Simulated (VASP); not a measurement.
# GaAs in VASP: a series of runs

One wire, GaAs, is run at these levels: PBE; tasks: single point.

Program: VASP 6.6.1. These are calculated values, not measurements. Logs are shortened: lines on timing, memory, paths and dates and some standing lists are left out, and cuts for length are marked.

## (1) Starting point

The cell holds a wire with vacuum, 2 atoms: a = 9.000 Å, b = 9.300 Å, c = 4.478 Å, α = 90.00°, β = 90.00°, γ = 90.00°.

## (2) Single point, PBE, collinear spin, typed start

Input file INCAR:

```
SYSTEM = GaAs
  PREC = Accurate
  ENCUT = 520
  EDIFF = 1E-6
  ISMEAR = 0
  SIGMA = 0.05
  LREAL = .FALSE.
  LASPH = .TRUE.
  NELM = 150
  ALGO = Normal
  ISIF = 2
  LWAVE = .FALSE.
  LCHARG = .FALSE.
  ISPIN = 2
  MAGMOM = 0.5 0.5
  LORBIT = 11
  GGA = PE
  NBANDS = 20
```

Input file KPOINTS:

```
regular mesh
0
G
  1 1 15
  0 0 0
```

Input file POSCAR:

```
GaAs
1.0
    9.0000000000      0.0000000000      0.0000000000
    0.0000000000      9.3000000000      0.0000000000
    0.0000000000      0.0000000000      4.4780840886
Ga As
1 1
Direct
    0.5000000000      0.5000000000      0.0000000000
    0.5000000000      0.5000000000      0.5000000000
```

Potentials or basis: VASP PAW PBE potentials, release 64 (Ga_d, As).

On the command line:

```console
cat potpaw_PBE.64/Ga_d/POTCAR potpaw_PBE.64/As/POTCAR > POTCAR
mpirun -np 1 vasp_std > vasp.out
```

OUTCAR:

```text
SYSTEM = GaAs
   PREC = Accurate
   ENCUT = 520
   EDIFF = 1E-6
   ISMEAR = 0
   LREAL = .FALSE.
   LASPH = .TRUE.
   NELM = 150
   ISIF = 2
   ISPIN = 2
   LORBIT = 11
   GGA = PE

 ion  position               nearest neighbor table
   1  0.500  0.500  0.000-   2 2.24   2 2.24
   2  0.500  0.500  0.500-   1 2.24   1 2.24

  LATTYP: Found a simple orthorhombic cell.
 ALAT       =     4.4780840886
 B/A-ratio  =     2.0097880750
 C/A-ratio  =     2.0767810108

  Lattice vectors:

 A1 = (   0.0000000000,   0.0000000000,   4.4780840886)
 A2 = (   9.0000000000,   0.0000000000,   0.0000000000)
 A3 = (   0.0000000000,   9.3000000000,   0.0000000000)

Analysis of symmetry for initial positions (statically):
=====================================================================
 Subroutine PRICEL returns:
 Original cell was already a primitive cell.

 Routine SETGRP: Setting up the symmetry group for a
 simple orthorhombic supercell.

 Subroutine GETGRP returns: Found  8 space group operations
 (whereof  8 operations were pure point group operations)
 out of a pool of  8 trial point group operations.

The static configuration has the point symmetry D_2h.

Analysis of symmetry for dynamics (positions and initial velocities):
=====================================================================
 Subroutine PRICEL returns:
 Original cell was already a primitive cell.

 Routine SETGRP: Setting up the symmetry group for a
 simple orthorhombic supercell.

 Subroutine GETGRP returns: Found  8 space group operations
 (whereof  8 operations were pure point group operations)
 out of a pool of  8 trial point group operations.

The dynamic configuration has the point symmetry D_2h.

Analysis of structural, dynamic, and magnetic symmetry:
=====================================================================
 Subroutine PRICEL returns:
 Original cell was already a primitive cell.

 Routine SETGRP: Setting up the symmetry group for a
 simple orthorhombic supercell.

 Subroutine GETGRP returns: Found  8 space group operations
 (whereof  8 operations were pure point group operations)
 out of a pool of  8 trial point group operations.

The overall configuration has the point symmetry D_2h.

 Subroutine INISYM returns: Found  8 space group operations
 (whereof  8 operations are pure point group operations),
 and found     1 'primitive' translations

----------------------------------------------------------------------------------------

                                     Primitive cell

  volume of cell :     374.8156

  direct lattice vectors                    reciprocal lattice vectors
     9.000000000  0.000000000  0.000000000     0.111111111  0.000000000  0.000000000
     0.000000000  9.300000000  0.000000000     0.000000000  0.107526882  0.000000000
     0.000000000  0.000000000  4.478084089     0.000000000  0.000000000  0.223309786

  length of vectors
     9.000000000  9.300000000  4.478084089     0.111111111  0.107526882  0.223309786

  position of ions in fractional coordinates (direct lattice)
     0.500000000  0.500000000  0.000000000
     0.500000000  0.500000000  0.500000000

  ion indices of the primitive-cell ions
   primitive index   ion index
                 1           1
                 2           2

----------------------------------------------------------------------------------------

 KPOINTS: regular mesh

Automatic generation of k-mesh.
 Grid dimensions read from file:
 generate k-points for:    1    1   15

 Generating k-lattice:

  Cartesian coordinates                     Fractional coordinates (reciprocal lattice)
     0.111111111  0.000000000  0.000000000     1.000000000  0.000000000  0.000000000
     0.000000000  0.107526882  0.000000000     0.000000000  1.000000000  0.000000000
     0.000000000  0.000000000  0.014887319     0.000000000  0.000000000  0.066666667

  Length of vectors
     0.111111111  0.107526882  0.014887319

  Shift w.r.t. Gamma in fractional coordinates (k-lattice)
     0.000000000  0.000000000  0.000000000

 Subroutine IBZKPT returns following result:
 ===========================================

 Found      8 irreducible k-points:

 Following reciprocal coordinates:
            Coordinates               Weight
  0.000000  0.000000  0.000000      1.000000
  0.000000  0.000000  0.066667      2.000000
  0.000000  0.000000  0.133333      2.000000
  0.000000  0.000000  0.200000      2.000000
  0.000000  0.000000  0.266667      2.000000
  0.000000  0.000000  0.333333      2.000000
  0.000000  0.000000  0.400000      2.000000
  0.000000  0.000000  0.466667      2.000000
   k-points           NKPTS =      8   k-points in BZ     NKDIM =      8   number of bands    NBANDS=     20
   number of dos      NEDOS =    301   number of ions     NIONS =      2
   total plane-waves  NPLWV = 176400
   dimension x,y,z NGX =    70 NGY =   70 NGZ =   36
   dimension x,y,z NGXF=   140 NGYF=  140 NGZF=   72
   ions per type =               1   1
   NGX,Y,Z   is equivalent  to a cutoff of  12.93, 12.51, 13.36 a.u.
   NGXF,Y,Z  is equivalent  to a cutoff of  25.86, 25.03, 26.73 a.u.
 SYSTEM =  GaAs
   PREC   = accura    normal or accurate (medium, high low for compatibility)
   ISTART =      0    job   : 0-new  1-cont  2-samecut
   ICHARG =      2    charge: 1-file 2-atom 10-const
   ISPIN  =      2    spin polarized calculation?
   LNONCOLLINEAR =      F non collinear calculations
   LSORBIT =      F    spin-orbit coupling
   LASPH  =      T    aspherical Exc in radial PAW
   ENCUT  =  520.0 eV  38.22 Ry    6.18 a.u.  16.73 17.29  8.33*2*pi/ulx,y,z
   NELM   =    150;   NELMIN=  2; NELMDL= -5     # of ELM steps
   EDIFF  = 0.1E-05   stopping-criterion for ELM
   LREAL  =      F    real-space projection
   EDIFFG = 0.1E-04   stopping-criterion for IOM
   NSW    =      0    number of steps for IOM
   IBRION =     -1    ionic relax: 0-MD 1-quasi-New 2-CG
   NFREE  =      0    steps in history (QN), initial steepest desc. (CG)
   ISIF   =      2    stress and relaxation
   ISYM   =      2    0-nonsym 1-usesym 2-fastsym
   POTIM  = 0.5000    time-step for ionic-motion
   TEBEG  =    0.0;   TEEND  =   0.0 temperature during run
   PSTRESS=    0.0 pullay stress
   NELECT =      18.0000    total number of electrons
   NUPDOWN=      -1.0000    fix difference up-down
   EMIN   =  10.00;   EMAX   =-10.00  energy-range for DOS
   EFERMI =   0.00;   METHOD = LEGACY
   ISMEAR =     0;   SIGMA  =   0.05  broadening in eV -4-tet -1-fermi 0-gaus
   EFERMI_NEDOS =   21; number of points for ismear=-14 and -15
   IALGO  =     38    algorithm
   IMIX   =      4    mixing-type and parameters
     AMIX     =   0.40;   BMIX     =  1.00
     AMIX_MAG =   1.60;   BMIX_MAG =  1.00
  volume/ion in A,a.u.               =     187.41      1264.69
  Fermi-wavevector in a.u.,A,eV,Ry     =   0.595059  1.124498  4.817752  0.354095
  Thomas-Fermi vector in A             =   1.644878
   LORBIT       =     11    0 simple, 1 ext, 2 COOP (PROOUT), +10 PAW based schemes
   GGA     = PE    functional components
   LHFCALC =     F    Hartree Fock is set to
   AEXX    =    0.0000 exact exchange contribution
   IVDW    =     0    specifies the selected vdW correction
   LEPSILON=     F    determine dielectric tensor
   LRPA    =     F    only Hartree local field effects (RPA)
 spin polarized calculation
 Gauss-broadening in eV      SIGMA  =   0.05
  energy-cutoff  :      520.00
  volume of cell :      374.82
 maximum number of plane-waves:     10131
 NGX is ok and might be reduce to    70

 number of electron      17.9999998 magnetization       0.6409865

 Free energy of the ion-electron system (eV)
  ---------------------------------------------------
  ext. energy  EPLUGINS =         0.00000000
  ---------------------------------------------------
  free energy    TOTEN  =        -5.32312053 eV

  energy without entropy =       -5.32137062  energy(sigma->0) =       -5.32224557

 E-fermi :  -4.1485     XC(G=0):  -2.3382

 val. band max:       -4.1945126443   @ k =   0.0000   0.0000   0.1333
 cond. band min:      -4.0901527299   @ k =   0.0000   0.0000   0.4000
 fundamental gap:      0.1043599144
 Fermi energy:        -4.1484671601

 spin component 1

 k-point     1 :       0.0000    0.0000    0.0000
  band No.  band energies     occupation
      1     -19.4083      1.00000
      2     -19.0460      1.00000
      3     -19.0459      1.00000
      4     -19.0110      1.00000
      5     -19.0110      1.00000
      6     -14.7207      1.00000
[... 12 lines left out ...]
     19       4.0207      0.00000
     20       4.1257      0.00000
[... 139 lines left out ...]
 k-point     8 :       0.0000    0.0000    0.4667
  band No.  band energies     occupation
      1     -19.2749      1.00000
      2     -19.0588      1.00000
      3     -19.0588      1.00000
      4     -19.0109      1.00000
      5     -19.0109      1.00000
      6     -14.3901      1.00000
[... 12 lines left out ...]
     19       3.6102      0.00000
     20       3.7410      0.00000
 Fermi energy:        -4.1484671601

 spin component 2

 k-point     1 :       0.0000    0.0000    0.0000
  band No.  band energies     occupation
      1     -19.3716      1.00000
      2     -19.0233      1.00000
      3     -19.0233      1.00000
      4     -18.9962      1.00000
      5     -18.9962      1.00000
      6     -14.4084      1.00000
[... 12 lines left out ...]
     19       4.0829      0.00000
     20       4.1915      0.00000
[... 139 lines left out ...]
 k-point     8 :       0.0000    0.0000    0.4667
  band No.  band energies     occupation
      1     -19.2546      1.00000
      2     -19.0355      1.00000
      3     -19.0354      1.00000
      4     -18.9960      1.00000
      5     -18.9960      1.00000
      6     -14.0005      1.00000
[... 12 lines left out ...]
     19       3.7405      0.00000
     20       3.8222      0.00000

------------------------ aborting loop because EDIFF is reached ----------------------------------------

  FORCE on cell =-STRESS in cart. coord.  units (eV):
  Direction    XX          YY          ZZ          XY          YZ          ZX
  --------------------------------------------------------------------------------------
  -------------------------------------------------------------------------------------
  Total        0.0380713      0.0291374      4.4789973      0.0000000      0.0000000      0.0000000
  in kB        0.1627388      0.1245500     19.1458073      0.0000000      0.0000000      0.0000000
  external PRESSURE =       6.4776987 kB  Pullay stress =       0.0000000 kB

 VOLUME and BASIS-vectors are now :
 -----------------------------------------------------------------------------
  energy-cutoff  :      520.00
  volume of cell :      374.82
      direct lattice vectors                 reciprocal lattice vectors
     9.000000000  0.000000000  0.000000000     0.111111111  0.000000000  0.000000000
     0.000000000  9.300000000  0.000000000     0.000000000  0.107526882  0.000000000
     0.000000000  0.000000000  4.478084089     0.000000000  0.000000000  0.223309786

 POSITION                                       TOTAL-FORCE (eV/Angst)
 -----------------------------------------------------------------------------------
      4.50000      4.65000      0.00000         0.000000      0.000000      0.000000
      4.50000      4.65000      2.23904         0.000000      0.000000      0.000000
 -----------------------------------------------------------------------------------
    total drift:                                0.000000      0.000000      0.000000

  FREE ENERGIE OF THE ION-ELECTRON SYSTEM (eV)
  ---------------------------------------------------
  free  energy   TOTEN  =        -5.3231205253 eV

  energy  without entropy=       -5.3213706156  energy(sigma->0) =       -5.32224557

 total charge

# of ion       s       p       d       tot
------------------------------------------
    1        1.038   0.628   9.966  11.631
    2        1.252   1.515   0.022   2.789
--------------------------------------------------
tot          2.290   2.143   9.988  14.421

 magnetization (x)

# of ion       s       p       d       tot
------------------------------------------
    1        0.032   0.000   0.017   0.048
    2        0.021   0.244   0.002   0.267
--------------------------------------------------
tot          0.052   0.244   0.019   0.315
```

Run time: 1.7 min. Hardware: 1 thread of Intel Xeon 6975P-C (Granite Rapids), shared host; peak memory 0.56 GiB.

What came out:

* Free energy: -5.3231 eV
* Band gap on the k mesh: none (metal or under the smearing width)
* Net moment: 0.64 μB per cell
* Site moments: Ga +0.05; As +0.27 μB
* Valence electrons inside the program's atomic spheres: Ga 11.63; As 2.79

Levels at points of the mesh, in eV from the Fermi level:
Spin up:
| k point | band 7 | band 8 | band 9 | band 10 | band 11 | band 12 |
| --- | --- | --- | --- | --- | --- | --- |
| (0.00, 0.00, 0.00) | -3.31 | -1.42 | -1.35 | -1.35 | 4.03 | 5.11 |
Spin down:
| k point | band 7 | band 8 | band 9 | band 10 | band 11 | band 12 |
| --- | --- | --- | --- | --- | --- | --- |
| (0.00, 0.00, 0.00) | -3.11 | -1.24 | -0.99 | -0.99 | 4.10 | 5.33 |

## (3) Single point, PBE, collinear spin, typed start

This run uses another cell than the first one, of 197.51 Å³/atom, 1.054 times its volume.

Input file INCAR:

```
PREC = Accurate
ENCUT = 520
EDIFF = 1E-6
ISMEAR = 0
SIGMA = 0.05
LREAL = False
LASPH = True
NELM = 150
ALGO = Fast
ISIF = 2
LWAVE = False
LCHARG = True
ISPIN = 2
MAGMOM = 0.5 0.5
LORBIT = 11
GGA = PE
LELF = True
LVHAR = True
NBANDS = 20
```

Input file KPOINTS:

```
regular mesh
0
Gamma
  1 1 15
```

Input file POSCAR:

```
GaAs
1.0
    9.0000000000      0.0000000000      0.0000000000
    0.0000000000      9.3000000000      0.0000000000
    0.0000000000      0.0000000000      4.7194911109
Ga As
1 1
Direct
    0.5000000000      0.5000000000     -0.0175288576
    0.5000000000      0.5000000000      0.4825288576
```

Potentials or basis: VASP PAW PBE potentials, release 64 (Ga_d, As).

On the command line:

```console
cat potpaw_PBE.64/Ga_d/POTCAR potpaw_PBE.64/As/POTCAR > POTCAR
mpirun -np 1 vasp_std > vasp.out
```

OUTCAR:

```text
PREC = Accurate
   ENCUT = 520
   EDIFF = 1E-6
   ISMEAR = 0
   LREAL = False
   LASPH = True
   NELM = 150
   ISIF = 2
   ISPIN = 2
   LORBIT = 11
   GGA = PE

 ion  position               nearest neighbor table
   1  0.500  0.500  0.982-   2 2.36   2 2.36
   2  0.500  0.500  0.483-   1 2.36   1 2.36

  LATTYP: Found a simple orthorhombic cell.
 ALAT       =     4.7194911109
 B/A-ratio  =     1.9069852636
 C/A-ratio  =     1.9705514390

  Lattice vectors:

 A1 = (   0.0000000000,   0.0000000000,   4.7194911109)
 A2 = (   9.0000000000,   0.0000000000,   0.0000000000)
[... 565 lines left out ...]

 VOLUME and BASIS-vectors are now :
 -----------------------------------------------------------------------------
  energy-cutoff  :      520.00
  volume of cell :      395.02
      direct lattice vectors                 reciprocal lattice vectors
     9.000000000  0.000000000  0.000000000     0.111111111  0.000000000  0.000000000
     0.000000000  9.300000000  0.000000000     0.000000000  0.107526882  0.000000000
     0.000000000  0.000000000  4.719491111     0.000000000  0.000000000  0.211887252

 POSITION                                       TOTAL-FORCE (eV/Angst)
 -----------------------------------------------------------------------------------
      4.50000      4.65000      4.63676         0.000000      0.000000      0.002778
      4.50000      4.65000      2.27729         0.000000      0.000000     -0.002778
 -----------------------------------------------------------------------------------
    total drift:                                0.000000      0.000000     -0.001120

  FREE ENERGIE OF THE ION-ELECTRON SYSTEM (eV)
  ---------------------------------------------------
  free  energy   TOTEN  =        -5.4545154402 eV

  energy  without entropy=       -5.4507550036  energy(sigma->0) =       -5.45263522

 total charge

# of ion       s       p       d       tot
------------------------------------------
    1        1.062   0.519   9.949  11.530
    2        1.270   1.432   0.016   2.718
--------------------------------------------------
tot          2.332   1.951   9.965  14.248

 magnetization (x)

# of ion       s       p       d       tot
------------------------------------------
    1       -0.007  -0.019   0.012  -0.014
    2        0.005   0.286  -0.000   0.291
--------------------------------------------------
tot         -0.002   0.268   0.012   0.277
```

Run time: 2.4 min. Hardware: 1 thread of Intel Xeon 6975P-C (Granite Rapids), shared host; peak memory 0.56 GiB.

Results:

```yaml
Free_energy: -5.4545 eV
Band_gap_on_the_k_mesh: none (metal or under the smearing width)
Net_moment: 0.67 μB per cell
Site_moments: Ga -0.01; As +0.29 μB
Valence_electrons_inside_the_program's_atomic_spheres: Ga 11.53; As 2.72
```

Forces on the atoms (eV/Å):
```
Ga   0.000  0.000  0.003
As   0.000  0.000 -0.003
```

## (4) Single point, PBE, collinear spin, typed start

Input file INCAR:

```
SYSTEM = GaAs
PREC = Accurate ; ENCUT = 520
EDIFF = 1E-6 ; ISMEAR = 0
SIGMA = 0.05 ; LREAL = .FALSE.
LASPH = .TRUE. ; NELM = 150
ALGO = Normal ; ISIF = 2
LWAVE = .FALSE. ; LCHARG = .TRUE.
ISPIN = 2 ; MAGMOM = 0.5 0.5
LORBIT = 11 ; GGA = PE
LELF = .TRUE. ; LVHAR = .TRUE.
NBANDS = 20
```

Input file KPOINTS:

```
Automatic mesh
0
G
  1 1 15
  0 0 0
```

Input file POSCAR:

```
GaAs
1.0
    9.0000000000      0.0000000000      0.0000000000
    0.0000000000      9.3000000000      0.0000000000
    0.0000000000      0.0000000000      4.4780840886
Ga As
1 1
Direct
    0.5000000000      0.5000000000      0.0000000000
    0.5000000000      0.5000000000      0.4650000000
```

On the command line:

```console
cat potpaw_PBE.64/Ga_d/POTCAR potpaw_PBE.64/As/POTCAR > POTCAR
mpirun -np 1 vasp_std > vasp.out
```

Wall time 1.8 min (1 thread of Intel Xeon 6975P-C (Granite Rapids), shared host); peak memory 0.56 GiB.

Results (log left out):

```
Free energy                                           : -5.0580 eV
Largest force                                         : 3.470 eV/Å
Band gap on the k mesh                                : none (metal or under the smearing width)
Net moment                                            : 0.45 μB per cell
Site moments                                          : Ga +0.01; As +0.20 μB
Valence electrons inside the program's atomic spheres : Ga 11.65; As 2.81
```

Forces in eV/Å, atoms in the order of the input:
```
Ga   0.000  0.000 -3.470
As   0.000  0.000  3.470
```

Levels at points of the mesh, in eV from the Fermi level:
Spin up:
```csv
k point,band 5,band 6,band 7,band 8,band 9,band 10,band 11,band 12,band 13,band 14
"(0.00, 0.00, 0.00)",-14.92,-10.54,-3.20,-1.33,-1.27,-1.27,4.13,5.25,5.27,5.42
```
Spin down:
| k point | band 5 | band 6 | band 7 | band 8 | band 9 | band 10 | band 11 | band 12 | band 13 | band 14 |
| --- | --- | --- | --- | --- | --- | --- | --- | --- | --- | --- |
| (0.00, 0.00, 0.00) | -14.92 | -10.32 | -3.08 | -1.24 | -1.00 | -1.00 | 4.18 | 5.39 | 5.41 | 5.48 |

## (5) Summary

| cell | gap on the mesh (eV) | moment (μB) |
| --- | --- | --- |
| Pmmm, 187.41 Å³/atom | none | 0.64 |
| Pmmm, 197.51 Å³/atom | none | 0.67 |
| Pmm2, 187.41 Å³/atom | none | 0.45 |

Some of these runs hold the atoms at other places in the same cell, which the table doesn't show; runs alike in all that it shows share one row.

Alike in all rows: task single point; level PBE; potentials or basis VASP PAW PBE potentials, release 64 (Ga_d, As); spin collinear, typed start; k mesh 1 × 1 × 15; cutoff (eV) 520; smearing gaussian 0.05 eV.

Every run on the cell as given and a fine mesh finds a metal.

Absolute energies hang on the potentials; compare differences alone.
